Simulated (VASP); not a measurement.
# C (C2/m) in VASP: notebook

The runs below take C through single point, dielectric tensor, with PBE, LDA.

Everything below comes from runs of VASP 6.6.1. Logs are shortened: lines on timing, memory, paths and dates and some standing lists are left out, and cuts for length are marked.

## 1. The structure

It takes space group C2/m (No. 12, monoclinic). The conventional cell has a = 4.255 Å, b = 2.457 Å, c = 3.765 Å, α = 90.00°, β = 111.49°, γ = 90.00°. C (site symmetry m) is surrounded by 3 C at 1.42 Å.

This is a stacking variant of graphite.

## 2. Single point, PBE, 9.90 Å³/atom (strain = 0.04)

File INCAR:

```
ALGO = Fast
EDIFF = 1E-6
ENCUT = 520
GGA = PE
ISIF = 2
ISMEAR = -1
LASPH = T
LCHARG = F
LREAL = F
LWAVE = F
NBANDS = 11
NELM = 60
PREC = Accurate
SIGMA = 0.05
```

File KPOINTS:

```
k-points
0
Gamma
  13 13 8
```

File POSCAR:

```
C
1.0
    2.2124131195     -1.2774137376      0.0000000000
    2.2124131195      1.2774137376      0.0000000000
   -1.4342324161      0.0000000000      3.5028300786
C
2
Direct
    0.1666444700      0.1666444700      0.9999069600
    0.8333555300      0.8333555300      0.0000930400
```

Potentials or basis: VASP PAW PBE potentials, release 64 (C).

The run is started by

```
cat potpaw_PBE.64/C/POTCAR > POTCAR
mpirun -np 1 vasp_std > vasp.out
```

OUTCAR:

```text
EDIFF = 1E-6
   ENCUT = 520
   GGA = PE
   ISIF = 2
   ISMEAR = -1
   LASPH = T
   LREAL = F
   NELM = 60
   PREC = Accurate

 ion  position               nearest neighbor table
   1  0.167  0.167  1.000-   2 1.47   2 1.47   2 1.48
   2  0.833  0.833  0.000-   1 1.47   1 1.47   1 1.48

  LATTYP: Found a base centered monoclinic cell.
 ALAT       =     4.4248262390
 B/A-ratio  =     0.5773848140
 C/A-ratio  =     0.8554192171
 COS(beta)  =    -0.3789171924

  Lattice vectors:

 A1 = (   2.2124131195,  -1.2774137376,   0.0000000000)
 A2 = (   2.2124131195,   1.2774137376,   0.0000000000)
 A3 = (  -1.4342324161,   0.0000000000,   3.5028300786)

Analysis of symmetry for initial positions (statically):
=====================================================================
 Subroutine PRICEL returns:
 Original cell was already a primitive cell.

 Routine SETGRP: Setting up the symmetry group for a
 base centered monoclinic supercell.

 Subroutine GETGRP returns: Found  4 space group operations
 (whereof  4 operations were pure point group operations)
 out of a pool of  4 trial point group operations.

The static configuration has the point symmetry C_2h.

Analysis of symmetry for dynamics (positions and initial velocities):
=====================================================================
 Subroutine PRICEL returns:
 Original cell was already a primitive cell.

 Routine SETGRP: Setting up the symmetry group for a
 base centered monoclinic supercell.

 Subroutine GETGRP returns: Found  4 space group operations
 (whereof  4 operations were pure point group operations)
 out of a pool of  4 trial point group operations.

The dynamic configuration has the point symmetry C_2h.

 Subroutine INISYM returns: Found  4 space group operations
 (whereof  4 operations are pure point group operations),
 and found     1 'primitive' translations

----------------------------------------------------------------------------------------

                                     Primitive cell

  volume of cell :      19.7992

  direct lattice vectors                    reciprocal lattice vectors
     2.212413119 -1.277413738  0.000000000     0.225997575 -0.391415863  0.092534619
     2.212413119  1.277413738  0.000000000     0.225997575  0.391415863  0.092534619
    -1.434232416  0.000000000  3.502830079     0.000000000  0.000000000  0.285483446

  length of vectors
     2.554712835  2.554712835  3.785081397     0.461350124  0.461350124  0.285483446

  position of ions in fractional coordinates (direct lattice)
     0.166644470  0.166644470  0.999906960
     0.833355530  0.833355530  0.000093040

  ion indices of the primitive-cell ions
   primitive index   ion index
                 1           1
                 2           2

----------------------------------------------------------------------------------------

 KPOINTS: k-points

Automatic generation of k-mesh.
 Grid dimensions read from file:
 generate k-points for:   13   13    8

 Generating k-lattice:

  Cartesian coordinates                     Fractional coordinates (reciprocal lattice)
     0.017384429 -0.030108913  0.007118048     0.076923077  0.000000000  0.000000000
     0.017384429  0.030108913  0.007118048     0.000000000  0.076923077  0.000000000
     0.000000000  0.000000000  0.035685431     0.000000000  0.000000000  0.125000000

  Length of vectors
     0.035488471  0.035488471  0.035685431

  Shift w.r.t. Gamma in fractional coordinates (k-lattice)
     0.000000000  0.000000000  0.000000000

 Subroutine IBZKPT returns following result:
 ===========================================

 Found    371 irreducible k-points:

 Following reciprocal coordinates:
            Coordinates               Weight
  0.000000  0.000000  0.000000      1.000000
  0.076923  0.000000 -0.000000      4.000000
  0.153846  0.000000 -0.000000      4.000000
  0.230769 -0.000000  0.000000      4.000000
  0.307692  0.000000 -0.000000      4.000000
  0.384615  0.000000 -0.000000      4.000000
[... 16 lines left out ...]
  0.384615  0.153846  0.000000      4.000000
  0.461538  0.153846 -0.000000      4.000000
 [... further k-points ...]
   k-points           NKPTS =    371   k-points in BZ     NKDIM =    371   number of bands    NBANDS=     11
   number of dos      NEDOS =    301   number of ions     NIONS =      2
   total plane-waves  NPLWV =  11200
   dimension x,y,z NGX =    20 NGY =   20 NGZ =   28
   dimension x,y,z NGXF=    40 NGYF=   40 NGZF=   56
   ions per type =               2
   NGX,Y,Z   is equivalent  to a cutoff of  13.01, 13.01, 12.30 a.u.
   NGXF,Y,Z  is equivalent  to a cutoff of  26.03, 26.03, 24.60 a.u.
 SYSTEM =  unknown system
   PREC   = accura    normal or accurate (medium, high low for compatibility)
   ISTART =      0    job   : 0-new  1-cont  2-samecut
   ICHARG =      2    charge: 1-file 2-atom 10-const
   ISPIN  =      1    spin polarized calculation?
   LNONCOLLINEAR =      F non collinear calculations
   LSORBIT =      F    spin-orbit coupling
   LASPH  =      T    aspherical Exc in radial PAW
   ENCUT  =  520.0 eV  38.22 Ry    6.18 a.u.   4.75  4.75  7.04*2*pi/ulx,y,z
   NELM   =     60;   NELMIN=  2; NELMDL= -5     # of ELM steps
   EDIFF  = 0.1E-05   stopping-criterion for ELM
   LREAL  =      F    real-space projection
   EDIFFG = 0.1E-04   stopping-criterion for IOM
   NSW    =      0    number of steps for IOM
   IBRION =     -1    ionic relax: 0-MD 1-quasi-New 2-CG
   NFREE  =      0    steps in history (QN), initial steepest desc. (CG)
   ISIF   =      2    stress and relaxation
   ISYM   =      2    0-nonsym 1-usesym 2-fastsym
   POTIM  = 0.5000    time-step for ionic-motion
   TEBEG  =    0.0;   TEEND  =   0.0 temperature during run
   PSTRESS=    0.0 pullay stress
   NELECT =       8.0000    total number of electrons
   NUPDOWN=      -1.0000    fix difference up-down
   EMIN   =  10.00;   EMAX   =-10.00  energy-range for DOS
   EFERMI =   0.00;   METHOD = LEGACY
   ISMEAR =    -1;   SIGMA  =   0.05  broadening in eV -4-tet -1-fermi 0-gaus
   EFERMI_NEDOS =   21; number of points for ismear=-14 and -15
   IALGO  =     68    algorithm
   IMIX   =      4    mixing-type and parameters
     AMIX     =   0.40;   BMIX     =  1.00
     AMIX_MAG =   1.60;   BMIX_MAG =  1.00
  volume/ion in A,a.u.               =       9.90        66.81
  Fermi-wavevector in a.u.,A,eV,Ry     =   1.210289  2.287115 19.929817  1.464800
  Thomas-Fermi vector in A             =   2.345841
   LORBIT       =      0    0 simple, 1 ext, 2 COOP (PROOUT), +10 PAW based schemes
   GGA     = PE    functional components
   LHFCALC =     F    Hartree Fock is set to
   AEXX    =    0.0000 exact exchange contribution
   IVDW    =     0    specifies the selected vdW correction
   LEPSILON=     F    determine dielectric tensor
   LRPA    =     F    only Hartree local field effects (RPA)
 non-spin polarized calculation
 RMM-DIIS sequential band-by-band and
  energy-cutoff  :      520.00
  volume of cell :       19.80
 maximum number of plane-waves:       546
   NGX =  9   NGY =  9   NGZ = 13

 number of electron       8.0000001 magnetization

 Free energy of the ion-electron system (eV)
  ---------------------------------------------------
  ext. energy  EPLUGINS =         0.00000000
  ---------------------------------------------------
  free energy    TOTEN  =       -18.28167145 eV

  energy without entropy =      -18.28166614  energy(sigma->0) =      -18.28166879

 E-fermi :   3.7569     XC(G=0):  -9.8169

 val. band max:        3.3978170138   @ k =  -0.3077   0.3077   0.0000
 cond. band min:       4.1501150995   @ k =  -0.3077   0.3846   0.3750
 fundamental gap:      0.7522980857
 Fermi energy:         3.7568823749

 k-point     1 :       0.0000    0.0000    0.0000
  band No.  band energies     occupation
      1     -15.0818      2.00000
      2      -2.3462      2.00000
      3       0.6562      2.00000
      4       0.6597      2.00000
      5       8.0497      0.00000
      6      11.3759      0.00000
      7      11.3786      0.00000
      8      13.8234      0.00000
      9      13.9713      0.00000
     10      25.0745      0.00000
     11      27.5108      0.00000

 k-point     2 :       0.0769    0.0000   -0.0000
  band No.  band energies     occupation
      1     -14.9484      2.00000
      2      -2.2115      2.00000
      3       0.1174      2.00000
      4       0.4002      2.00000
      5       8.2384      0.00000
      6      11.4227      0.00000
      7      11.9114      0.00000
      8      13.4022      0.00000
      9      14.2675      0.00000
     10      25.4681      0.00000
     11      26.7199      0.00000

 k-point     3 :       0.1538    0.0000   -0.0000
  band No.  band energies     occupation
      1     -14.5496      2.00000
      2      -1.8101      2.00000
      3      -1.2599      2.00000
      4      -0.2288      2.00000
      5       8.8011      0.00000
      6      11.3226      0.00000
      7      12.2647      0.00000
      8      13.3496      0.00000
      9      15.2292      0.00000
     10      24.6027      0.00000
     11      26.5122      0.00000
[... 267 lines left out ...]
 k-point    23 :       0.3846    0.1538    0.0000
  band No.  band energies     occupation
      1     -12.5675      2.00000
      2      -4.9873      2.00000
      3      -2.9457      2.00000
      4      -0.1250      2.00000
      5       8.3686      0.00000
      6      12.0757      0.00000
      7      12.8260      0.00000
      8      14.8546      0.00000
      9      18.9442      0.00000
     10      20.5672      0.00000
     11      24.2199      0.00000

 k-point    24 :       0.4615    0.1538   -0.0000
  band No.  band energies     occupation
      1     -11.4426      2.00000
      2      -6.6818      2.00000
      3      -3.5397      2.00000
      4       0.9323      2.00000
      5       6.8458      0.00000
      6      12.5057      0.00000
      7      13.5472      0.00000
      8      16.2468      0.00000
      9      18.1621      0.00000
     10      20.8423      0.00000
     11      23.8186      0.00000

 [... further k-points ...]

------------------------ aborting loop because EDIFF is reached ----------------------------------------

  FORCE on cell =-STRESS in cart. coord.  units (eV):
  Direction    XX          YY          ZZ          XY          YZ          ZX
  --------------------------------------------------------------------------------------
  -------------------------------------------------------------------------------------
  Total       -4.3701186     -4.3797246      0.2655510      0.0000000      0.0000000     -0.0039098
  in kB     -353.6363732   -354.4137114     21.4887752      0.0000000      0.0000000     -0.3163831
  external PRESSURE =    -228.8537698 kB  Pullay stress =       0.0000000 kB

 VOLUME and BASIS-vectors are now :
 -----------------------------------------------------------------------------
  energy-cutoff  :      520.00
  volume of cell :       19.80
      direct lattice vectors                 reciprocal lattice vectors
     2.212413119 -1.277413738  0.000000000     0.225997575 -0.391415863  0.092534619
     2.212413119  1.277413738  0.000000000     0.225997575  0.391415863  0.092534619
    -1.434232416  0.000000000  3.502830079     0.000000000  0.000000000  0.285483446

 POSITION                                       TOTAL-FORCE (eV/Angst)
 -----------------------------------------------------------------------------------
     -0.69673      0.00000      3.50250        -0.001789      0.000000      0.000422
      3.68732      0.00000      0.00033         0.001789      0.000000     -0.000422
 -----------------------------------------------------------------------------------
    total drift:                               -0.000000      0.000000      0.000000

  FREE ENERGIE OF THE ION-ELECTRON SYSTEM (eV)
  ---------------------------------------------------
  free  energy   TOTEN  =       -18.2816714536 eV

  energy  without entropy=      -18.2816661362  energy(sigma->0) =      -18.28166879
```

Run time: 2.3 min. Hardware: 1 thread of AMD EPYC, shared host; peak memory 0.14 GiB.

What came out:

* Free energy: -18.2817 eV
* Pressure: -22.9 GPa
* Band gap on the k mesh: 0.75 eV, indirect (least direct gap 0.76 eV)

Caveat: an odd mesh through Γ misses points on the zone boundary, where band edges often lie; this functional lacks dispersion, which binds the layers, so the pressure and a relaxed spacing across them are unreliable.

## 3. Single point, PBE, 8.44 Å³/atom

File INCAR:

```
ALGO     = Fast           # electronic algorithm
EDIFF    = 1E-6           # SCF threshold, eV
ENCUT    = 520            # plane-wave cutoff, eV
GGA      = PE             # functional
ISIF     = 2              # what is computed and relaxed
ISMEAR   = -1             # smearing method
LASPH    = True           # aspherical terms in the spheres
LCHARG   = False          # write CHGCAR
LREAL    = False          # projectors in reciprocal space
LWAVE    = False          # write WAVECAR
NBANDS   = 11             # bands
NELM     = 60             # most SCF steps
PREC     = Accurate       # precision mode
SIGMA    = 0.05           # smearing width, eV
```

File KPOINTS:

```
k-points
0
Monkhorst-Pack
  13 13 8
```

File POSCAR:

```
C
1.0
    2.0422274949     -1.1791511424      0.0000000000
    2.0422274949      1.1791511424      0.0000000000
   -1.3239068457      0.0000000000      3.5028300786
C
2
Direct
    0.1666444700      0.1666444700      0.9999069600
    0.8333555300      0.8333555300      0.0000930400
```

Potentials or basis: VASP PAW PBE potentials, release 64 (C).

The run is started by

```
cat potpaw_PBE.64/C/POTCAR > POTCAR
mpirun -np 1 vasp_std > vasp.out
```

Run time: 2.2 min. Hardware: 1 thread of AMD EPYC, shared host; peak memory 0.12 GiB.

Results (log left out):

```yaml
Free_energy: -18.1372 eV
Pressure: 44.0 GPa
Largest_force: 0.007 eV/Å
```

Caveat: this functional lacks dispersion, which binds the layers, so the pressure and a relaxed spacing across them are unreliable.

## 4. Dielectric tensor, LDA

File INCAR:

```
SYSTEM = C
PREC = Accurate
ENCUT = 520
EDIFF = 1E-8
ISMEAR = 0
SIGMA = 0.02
LREAL = .FALSE.
LASPH = .TRUE.
NELM = 100
ALGO = Fast
ISIF = 2
LWAVE = .FALSE.
LCHARG = .FALSE.
GGA = CA
LEPSILON = .TRUE.
```

File KPOINTS:

```
regular mesh
0
G
  14 14 8
  0 0 0
```

File POSCAR:

```
C
1.0
    2.1273203072     -1.2282824400      0.0000000000
    2.1273203072      1.2282824400      0.0000000000
   -1.3790696309      0.0000000000      3.5028300786
C
2
Direct
    0.1666444700      0.1666444700      0.9999069600
    0.8333555300      0.8333555300      0.0000930400
```

Potentials or basis: VASP PAW LDA potentials, release 64 (C).

The run is started by

```
cat potpaw_LDA.64/C/POTCAR > POTCAR
mpirun -np 1 vasp_std > vasp.out
```

OUTCAR:

```text
SYSTEM = C
   PREC = Accurate
   ENCUT = 520
   EDIFF = 1E-8
   ISMEAR = 0
   LREAL = .FALSE.
   LASPH = .TRUE.
   NELM = 100
   ISIF = 2
   GGA = CA
   LEPSILON = .TRUE.

 ion  position               nearest neighbor table
   1  0.167  0.167  1.000-   2 1.42   2 1.42   2 1.42
   2  0.833  0.833  0.000-   1 1.42   1 1.42   1 1.42

  LATTYP: Found a base centered monoclinic cell.
 ALAT       =     4.2546406144
 B/A-ratio  =     0.5773848141
 C/A-ratio  =     0.8848045598
 COS(beta)  =    -0.3663329314

  Lattice vectors:

 A1 = (   2.1273203072,  -1.2282824400,   0.0000000000)
 A2 = (   2.1273203072,   1.2282824400,   0.0000000000)
 A3 = (  -1.3790696309,   0.0000000000,   3.5028300786)

Analysis of symmetry for initial positions (statically):
=====================================================================
 Subroutine PRICEL returns:
 Original cell was already a primitive cell.
[... 490 lines left out ...]

 Free energy of the ion-electron system (eV)
  ---------------------------------------------------
  ---------------------------------------------------
  free energy    TOTEN  =        -0.11615299 eV

  energy without entropy =       -0.11615299

------------------------ aborting loop because EDIFF is reached ----------------------------------------

 PIEZOELECTRIC TENSOR FIELD DIRECTION 3  (e Angst)
 -----------------------------------------------------------------------------
    -0.00456  0.00000  0.00103           ( -0.00000  0.00000  0.00000)
     0.00000  0.00480  0.00000           (  0.00000 -0.00000  0.00000)
     0.00103  0.00000 -0.00091           (  0.00000  0.00000 -0.00000)

 PIEZOELECTRIC TENSOR FIELD DIRECTION 3  (C/m^2)
 -----------------------------------------------------------------------------
    -0.00399  0.00000  0.00090
     0.00000  0.00420  0.00000
     0.00090  0.00000 -0.00079

 MACROSCOPIC STATIC DIELECTRIC TENSOR (including local field effects in DFT)
 ------------------------------------------------------
          21.235123     0.000000    -0.005942
           0.000000    21.571684     0.000000
          -0.005942     0.000000     3.168126
 ------------------------------------------------------

 PIEZOELECTRIC TENSOR (including local field effects)  for field in x, y, z        (e  Angst)
          XX          YY          ZZ          XY          YZ          ZX
  --------------------------------------------------------------------------------
  x     0.00000     0.00000     0.00000     0.00000     0.00000     0.00000
  y     0.00000     0.00000     0.00000     0.00000     0.00000     0.00000
  z     0.00000     0.00000     0.00000     0.00000     0.00000     0.00000

 PIEZOELECTRIC TENSOR (including local field effects)  for field in x, y, z        (C/m^2)
          XX          YY          ZZ          XY          YZ          ZX
  --------------------------------------------------------------------------------
  x     0.00000     0.00000     0.00000     0.00000     0.00000     0.00000
  y     0.00000     0.00000     0.00000     0.00000     0.00000     0.00000
  z     0.00000     0.00000     0.00000     0.00000     0.00000     0.00000

 BORN EFFECTIVE CHARGES (including local field effects) (in |e|, cummulative output)
 ---------------------------------------------------------------------------------
 ion    1
    1     0.00000     0.00000     0.00000
    2     0.00000     0.00000     0.00000
    3     0.00000     0.00000     0.00000
 ion    2
    1     0.00000     0.00000     0.00000
    2     0.00000     0.00000     0.00000
    3     0.00000     0.00000     0.00000
```

OSZICAR:

```text
N       E                     dE             d eps       ncg     rms          rms(c)
DAV:   1    -0.177506375565E+01   -0.17751E+01   -0.43220E+03  7040   0.889E+02
DAV:   2    -0.213858961730E+02   -0.19611E+02   -0.18719E+02 10480   0.115E+02
DAV:   3    -0.216273433513E+02   -0.24145E+00   -0.24145E+00  8536   0.147E+01
[... 12 lines left out ...]
RMM:   5    -0.115397566613E+00   -0.12450E-02   -0.24859E-04 11695   0.113E-01    0.264E-02
RMM:   6    -0.116078822426E+00   -0.68126E-03   -0.86824E-06 11859   0.286E-02    0.337E-03
RMM:   7    -0.116161377561E+00   -0.82555E-04   -0.41411E-07 12094   0.534E-03    0.140E-03
RMM:   8    -0.116153373799E+00    0.80038E-05   -0.58822E-08 12053   0.173E-03    0.905E-05
RMM:   9    -0.116152891498E+00    0.48230E-06   -0.71412E-09 11760   0.254E-04    0.391E-05
RMM:  10    -0.116152990583E+00   -0.99086E-07   -0.41137E-08  8569   0.844E-05    0.703E-06
```

Run time: 5.7 min. Hardware: 1 thread of AMD EPYC 7R13 (Zen 3), shared host; peak memory 0.24 GiB.

Results:

* Band gap on the k mesh: 0.77 eV, indirect (least direct gap 0.79 eV)
* Electronic dielectric tensor (diagonal): 21.24, 21.57, 3.17
* Born charges (mean of the diagonal): C +0.00 e

Electronic dielectric tensor:
```
21.24  0.00 -0.01
 0.00 21.57  0.00
-0.01  0.00  3.17
```

Born effective charge tensors (e):
atom 1, C
```
0.00 0.00 0.00
0.00 0.00 0.00
0.00 0.00 0.00
```
atom 2, C
```
0.00 0.00 0.00
0.00 0.00 0.00
0.00 0.00 0.00
```

## 5. The reference run

An earlier run on the cell as given: functional PBE; potentials or basis VASP PAW PBE potentials, release 64 (C); cutoff 520 eV; k mesh 13 × 13 × 8; occupations fermi-dirac, width 0.05 eV; no spin polarisation.

* Pressure: 4.2 GPa
* Largest force: 0.005 eV/Å
* Band gap on the k mesh: 0.93 eV, indirect (least direct gap 0.94 eV)
